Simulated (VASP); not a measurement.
# Sc (Fm-3m) in VASP: notebook

The runs below take Sc through single point, with PBE.

Everything below comes from runs of VASP 6.6.1. Logs are shortened: lines on timing, memory, paths and dates and some standing lists are left out, and cuts for length are marked.

## (1) The crystal as given

The structure is cubic, space group Fm-3m (No. 225). The conventional cell has a = 4.520 Å, b = 4.520 Å, c = 4.520 Å, α = 90.00°, β = 90.00°, γ = 90.00°. Sc (site symmetry m-3m) is surrounded by 12 Sc at 3.20 Å.

This isn't the form of Sc at room conditions, which is hcp.

## (2) Single point, PBE (volume scaled by 0.94)

INCAR

```
SYSTEM = Sc
ALGO = Normal
EDIFF = 1E-7
ENCUT = 520
GGA = PE
ISIF = 2
ISMEAR = -1
LASPH = .TRUE.
LCHARG = .TRUE.
LELF = .TRUE.
LREAL = .FALSE.
LVHAR = .TRUE.
LWAVE = .FALSE.
NBANDS = 12
NELM = 60
PREC = Accurate
SIGMA = 0.05
```

KPOINTS

```
k-points
0
G
  10 10 10
  0 0 0
```

POSCAR

```
Sc
1.0
    0.0000000000      2.2138646057      2.2138646057
    2.2138646057      0.0000000000      2.2138646057
    2.2138646057      2.2138646057      0.0000000000
Sc
1
Direct
    0.0000000000      0.0000000000      0.0000000000
```

Potentials or basis: VASP PAW PBE potentials, release 64 (Sc_sv).

On the command line:

```
> cat potpaw_PBE.64/Sc_sv/POTCAR > POTCAR
> mpirun -np 1 vasp_std > vasp.out
```

OUTCAR:

```text
SYSTEM = Sc
   EDIFF = 1E-7
   ENCUT = 520
   GGA = PE
   ISIF = 2
   ISMEAR = -1
   LASPH = .TRUE.
   LREAL = .FALSE.
   NELM = 60
   PREC = Accurate

 ion  position               nearest neighbor table
   1  0.000  0.000  0.000-

  LATTYP: Found a face centered cubic cell.
 ALAT       =     4.4277292114

  Lattice vectors:

 A1 = (   0.0000000000,   2.2138646057,   2.2138646057)
 A2 = (   2.2138646057,   0.0000000000,   2.2138646057)
 A3 = (   2.2138646057,   2.2138646057,   0.0000000000)

Analysis of symmetry for initial positions (statically):
=====================================================================
 Subroutine PRICEL returns:
 Original cell was already a primitive cell.

 Routine SETGRP: Setting up the symmetry group for a
 face centered cubic supercell.

 Subroutine GETGRP returns: Found 48 space group operations
 (whereof 48 operations were pure point group operations)
 out of a pool of 48 trial point group operations.

The static configuration has the point symmetry O_h .

Analysis of symmetry for dynamics (positions and initial velocities):
=====================================================================
 Subroutine PRICEL returns:
 Original cell was already a primitive cell.

 Routine SETGRP: Setting up the symmetry group for a
 face centered cubic supercell.

 Subroutine GETGRP returns: Found 48 space group operations
 (whereof 48 operations were pure point group operations)
 out of a pool of 48 trial point group operations.

The dynamic configuration has the point symmetry O_h .

 Subroutine INISYM returns: Found 48 space group operations
 (whereof 48 operations are pure point group operations),
 and found     1 'primitive' translations

----------------------------------------------------------------------------------------

                                     Primitive cell

  volume of cell :      21.7012

  direct lattice vectors                    reciprocal lattice vectors
     0.000000000  2.213864606  2.213864606    -0.225849403  0.225849403  0.225849403
     2.213864606  0.000000000  2.213864606     0.225849403 -0.225849403  0.225849403
     2.213864606  2.213864606  0.000000000     0.225849403  0.225849403 -0.225849403

  length of vectors
     3.130877351  3.130877351  3.130877351     0.391182641  0.391182641  0.391182641

  position of ions in fractional coordinates (direct lattice)
     0.000000000  0.000000000  0.000000000

  ion indices of the primitive-cell ions
   primitive index   ion index
                 1           1

----------------------------------------------------------------------------------------

 KPOINTS: k-points

Automatic generation of k-mesh.
 Grid dimensions read from file:
 generate k-points for:   10   10   10

 Generating k-lattice:

  Cartesian coordinates                     Fractional coordinates (reciprocal lattice)
    -0.022584940  0.022584940  0.022584940     0.100000000  0.000000000  0.000000000
     0.022584940 -0.022584940  0.022584940     0.000000000  0.100000000  0.000000000
     0.022584940  0.022584940 -0.022584940     0.000000000  0.000000000  0.100000000

  Length of vectors
     0.039118264  0.039118264  0.039118264

  Shift w.r.t. Gamma in fractional coordinates (k-lattice)
     0.000000000  0.000000000  0.000000000

 Subroutine IBZKPT returns following result:
 ===========================================

 Found     47 irreducible k-points:

 Following reciprocal coordinates:
            Coordinates               Weight
  0.000000  0.000000  0.000000      1.000000
  0.100000  0.000000  0.000000      8.000000
  0.200000  0.000000  0.000000      8.000000
  0.300000  0.000000  0.000000      8.000000
  0.400000  0.000000  0.000000      8.000000
  0.500000  0.000000  0.000000      4.000000
[... 16 lines left out ...]
  0.300000  0.300000  0.000000      6.000000
  0.400000  0.300000  0.000000     24.000000
 [... further k-points ...]
   k-points           NKPTS =     47   k-points in BZ     NKDIM =     47   number of bands    NBANDS=     12
   number of dos      NEDOS =    301   number of ions     NIONS =      1
   total plane-waves  NPLWV =  13824
   dimension x,y,z NGX =    24 NGY =   24 NGZ =   24
   dimension x,y,z NGXF=    48 NGYF=   48 NGZF=   48
   ions per type =               1
   NGX,Y,Z   is equivalent  to a cutoff of  12.74, 12.74, 12.74 a.u.
   NGXF,Y,Z  is equivalent  to a cutoff of  25.49, 25.49, 25.49 a.u.
 SYSTEM =  Sc
   PREC   = accura    normal or accurate (medium, high low for compatibility)
   ISTART =      0    job   : 0-new  1-cont  2-samecut
   ICHARG =      2    charge: 1-file 2-atom 10-const
   ISPIN  =      1    spin polarized calculation?
   LNONCOLLINEAR =      F non collinear calculations
   LSORBIT =      F    spin-orbit coupling
   LASPH  =      T    aspherical Exc in radial PAW
   ENCUT  =  520.0 eV  38.22 Ry    6.18 a.u.   5.82  5.82  5.82*2*pi/ulx,y,z
   NELM   =     60;   NELMIN=  2; NELMDL= -5     # of ELM steps
   EDIFF  = 0.1E-06   stopping-criterion for ELM
   LREAL  =      F    real-space projection
   EDIFFG = 0.1E-05   stopping-criterion for IOM
   NSW    =      0    number of steps for IOM
   IBRION =     -1    ionic relax: 0-MD 1-quasi-New 2-CG
   NFREE  =      0    steps in history (QN), initial steepest desc. (CG)
   ISIF   =      2    stress and relaxation
   ISYM   =      2    0-nonsym 1-usesym 2-fastsym
   POTIM  = 0.5000    time-step for ionic-motion
   TEBEG  =    0.0;   TEEND  =   0.0 temperature during run
   PSTRESS=    0.0 pullay stress
   NELECT =      11.0000    total number of electrons
   NUPDOWN=      -1.0000    fix difference up-down
   EMIN   =  10.00;   EMAX   =-10.00  energy-range for DOS
   EFERMI =   0.00;   METHOD = LEGACY
   ISMEAR =    -1;   SIGMA  =   0.05  broadening in eV -4-tet -1-fermi 0-gaus
   EFERMI_NEDOS =   21; number of points for ismear=-14 and -15
   IALGO  =     38    algorithm
   IMIX   =      4    mixing-type and parameters
     AMIX     =   0.40;   BMIX     =  1.00
     AMIX_MAG =   1.60;   BMIX_MAG =  1.00
  volume/ion in A,a.u.               =      21.70       146.45
  Fermi-wavevector in a.u.,A,eV,Ry     =   1.305303  2.466665 23.181823  1.703816
  Thomas-Fermi vector in A             =   2.436181
   LORBIT       =      0    0 simple, 1 ext, 2 COOP (PROOUT), +10 PAW based schemes
   GGA     = PE    functional components
[... 5 lines left out ...]
 non-spin polarized calculation
  energy-cutoff  :      520.00
  volume of cell :       21.70
 maximum number of plane-waves:       598
   NGX = 11   NGY = 11   NGZ = 11

 number of electron      11.0000002 magnetization

 Free energy of the ion-electron system (eV)
  ---------------------------------------------------
  ext. energy  EPLUGINS =         0.00000000
  ---------------------------------------------------
  free energy    TOTEN  =        -6.13724532 eV

  energy without entropy =       -6.12191609  energy(sigma->0) =       -6.12958070

 E-fermi :   4.5161     XC(G=0): -10.3959

 val. band max:        4.5002712912   @ k =  -0.4000   0.4000   0.2000
 cond. band min:       4.5171232697   @ k =  -0.3000   0.4000   0.2000
 fundamental gap:      0.0168519784
 Fermi energy:         4.5161404597

 k-point     1 :       0.0000    0.0000    0.0000
  band No.  band energies     occupation
      1     -44.5777      2.00000
      2     -22.9035      2.00000
      3     -22.9035      2.00000
      4     -22.9035      2.00000
      5      -0.8840      2.00000
      6       6.2792      0.00000
      7       6.2792      0.00000
      8       6.2792      0.00000
      9       7.9089      0.00000
     10       7.9089      0.00000
     11      17.7438      0.00000
     12      21.6680      0.00000

 k-point     2 :       0.1000    0.0000    0.0000
  band No.  band energies     occupation
      1     -44.5681      2.00000
      2     -22.9636      2.00000
      3     -22.9109      2.00000
      4     -22.9109      2.00000
      5      -0.6008      2.00000
      6       6.0635      0.00000
      7       6.3833      0.00000
      8       6.3833      0.00000
      9       7.8351      0.00000
     10       7.8351      0.00000
     11      18.0375      0.00000
     12      19.8991      0.00000

 k-point     3 :       0.2000    0.0000    0.0000
  band No.  band energies     occupation
      1     -44.5427      2.00000
      2     -23.1186      2.00000
      3     -22.9303      2.00000
      4     -22.9303      2.00000
      5       0.1884      2.00000
      6       5.5736      0.00000
      7       6.5347      0.00000
      8       6.5347      0.00000
      9       7.8152      0.00000
     10       7.8152      0.00000
     11      17.2443      0.00000
     12      18.6632      0.00000
[... 286 lines left out ...]
 k-point    23 :       0.3000    0.3000    0.0000
  band No.  band energies     occupation
      1     -44.4895      2.00000
      2     -23.2849      2.00000
      3     -23.0425      2.00000
      4     -23.0425      2.00000
      5       1.8279      2.00000
      6       4.4382      1.65219
      7       6.1272      0.00000
      8       7.7943      0.00000
      9       7.7943      0.00000
     10       8.5770      0.00000
     11      17.4771      0.00000
     12      17.4774      0.00000

 k-point    24 :       0.4000    0.3000    0.0000
  band No.  band energies     occupation
      1     -44.4693      2.00000
      2     -23.3629      2.00000
      3     -23.0855      2.00000
      4     -23.0661      2.00000
      5       2.4790      2.00000
      6       4.1868      1.99725
      7       5.8958      0.00000
      8       7.9420      0.00000
      9       8.5736      0.00000
     10       8.9078      0.00000
     11      15.4525      0.00000
     12      16.7261      0.00000

 [... further k-points ...]
[... 5 lines left out ...]
  --------------------------------------------------------------------------------------
  -------------------------------------------------------------------------------------
  Total        1.1011704      1.1011704      1.1011704     -0.0000000     -0.0000000      0.0000000
  in kB       81.2983865     81.2983865     81.2983865     -0.0000000     -0.0000000      0.0000000
  external PRESSURE =      81.2983865 kB  Pullay stress =       0.0000000 kB

 VOLUME and BASIS-vectors are now :
 -----------------------------------------------------------------------------
  energy-cutoff  :      520.00
  volume of cell :       21.70
      direct lattice vectors                 reciprocal lattice vectors
     0.000000000  2.213864606  2.213864606    -0.225849403  0.225849403  0.225849403
     2.213864606  0.000000000  2.213864606     0.225849403 -0.225849403  0.225849403
     2.213864606  2.213864606  0.000000000     0.225849403  0.225849403 -0.225849403

 POSITION                                       TOTAL-FORCE (eV/Angst)
 -----------------------------------------------------------------------------------
      0.00000      0.00000      0.00000         0.000000      0.000000      0.000000
 -----------------------------------------------------------------------------------
    total drift:                               -0.000000      0.000000     -0.000000

  FREE ENERGIE OF THE ION-ELECTRON SYSTEM (eV)
  ---------------------------------------------------
  free  energy   TOTEN  =        -6.1372453175 eV

  energy  without entropy=       -6.1219160857  energy(sigma->0) =       -6.12958070
```

Run time: 10 s. Hardware: 1 thread of AMD EPYC 7R13 (Zen 3), shared host; peak memory 0.11 GiB.

Results:

```yaml
Free_energy: -6.1372 eV
Pressure: 8.1 GPa
Band_gap_on_the_k_mesh: none (metal or under the smearing width)
```

## (3) Single point, PBE

INCAR

```
PREC = Accurate
ENCUT = 520
EDIFF = 1E-7
ISMEAR = -1
SIGMA = 0.05
LREAL = F
LASPH = T
NELM = 80
ALGO = Normal
ISIF = 2
LWAVE = F
LCHARG = F
GGA = PE
NBANDS = 12
```

KPOINTS

```
regular mesh
0
Gamma
  10 10 10
```

POSCAR

```
Sc
1.0
    0.0000000000      2.2600000000      2.2600000000
    2.2600000000      0.0000000000      2.2600000000
    2.2600000000      2.2600000000      0.0000000000
Sc
1
Direct
    0.0000000000      0.0000000000      0.0000000000
```

Potentials or basis: VASP PAW PBE potentials, release 64 (Sc_sv).

On the command line:

```
> cat potpaw_PBE.64/Sc_sv/POTCAR > POTCAR
> mpirun -np 1 vasp_std > vasp.out
```

Run time: 9.5 s. Hardware: 1 thread of AMD EPYC 7R13 (Zen 3), shared host; peak memory 0.11 GiB.

Results (log left out):

```
Free energy            : -6.1889 eV
Pressure               : 3.8 GPa
Band gap on the k mesh : none (metal or under the smearing width)
```

Levels at points of the mesh, in eV from the Fermi level:
```tsv
k point	band 3	band 4	band 5	band 6	band 7	band 8
(0.00, 0.00, 0.00)	-27.63	-27.63	-5.31	1.68	1.68	1.68
(0.50, 0.00, 0.00)	-27.70	-27.70	-1.84	0.36	1.55	1.55
(0.50, 0.50, 0.00)	-27.81	-27.81	-1.66	-0.71	2.16	4.15
```
